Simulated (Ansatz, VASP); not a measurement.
**GaN: VASP beside Ansatz**

INCAR

```
PREC     = Accurate       # precision mode
ENCUT    = 520            # plane-wave cutoff, eV
EDIFF    = 1E-7           # SCF threshold, eV
ISMEAR   = 0              # smearing method
SIGMA    = 0.02           # smearing width, eV
LREAL    = False          # projectors in reciprocal space
LASPH    = True           # aspherical terms in the spheres
NELM     = 60             # most SCF steps
ALGO     = Normal         # electronic algorithm
ISIF     = 2              # what is computed and relaxed
LWAVE    = False          # write WAVECAR
LCHARG   = True           # write CHGCAR
GGA      = PE             # functional
LELF     = True           # ELF
LVHAR    = True         
NBANDS   = 26             # bands
```

File KPOINTS:

```
regular mesh
0
Gamma
  12 12 6
```

File POSCAR:

```
GaN
1.0
    3.1540034014      0.0000000000      0.0000000000
   -1.5770017007      2.7314470692      0.0000000000
    0.0000000000      0.0000000000      5.2909917358
Ga N
2 2
Direct
    0.6666666667      0.3333333333      0.5015609224
    0.3333333333      0.6666666667      1.0015609224
    0.6666666667      0.3333333333      0.8734390776
    0.3333333333      0.6666666667      0.3734390776
```

Input for Ansatz:

```yaml
crystal:
  lattice:
    - [3.1540034014, 0.0, 0.0]
    - [-1.5770017007, 2.7314470692, 0.0]
    - [0.0, 0.0, 5.2909917358]
  atoms:
    - { symbol: Ga, position: [0.6666666667, 0.3333333333, 0.5015609224] }
    - { symbol: Ga, position: [0.3333333333, 0.6666666667, 1.0015609224] }
    - { symbol: "N", position: [0.6666666667, 0.3333333333, 0.8734390776] }
    - { symbol: "N", position: [0.3333333333, 0.6666666667, 0.3734390776] }
basis:
  ecutwfc: 420
kpoints:
  mp_grid: { grid: [12, 12, 6] }
  band_path: { path: [VBM, CBM], npoints: 2 }
hamiltonian:
  xc: pbe
scf:
  occupations: { method: gaussian, width: 0.02 }
output:
  forces: true
  stress: true
  eigenvalues: true
checkpoint:
  read: start.run
  write: ck
  compress: false
  write_wavefunctions: false
  write_every: 100000
```

Alike in both runs: task single point; functional PBE; k mesh 12 × 12 × 6; occupations gaussian, width 0.02 eV; no spin polarisation.

|  | VASP | Ansatz |
| --- | --- | --- |
| version | VASP 6.6.1 | Ansatz 0.2.0 |
| potentials or method | VASP PAW PBE potentials, release 64 (Ga_d, N) | scalar-relativistic, plane waves, PAW |
| plane-wave cutoff (eV) | 520 | 420 |
| valence electrons in the cell | 36 | 36 |

|  | VASP | Ansatz | Ansatz less VASP |
| --- | --- | --- | --- |
| gap on the k mesh at the Fermi level (eV) | 1.79 | 1.79 | -0.007 |
| least direct gap on the mesh (eV) | 1.79 | 1.79 | -0.007 |
| pressure (GPa) | 5.8 | 5.8 | -0.04 |
| largest component of the traceless stress (GPa) | 5.77 | 5.77 | +0.005 |
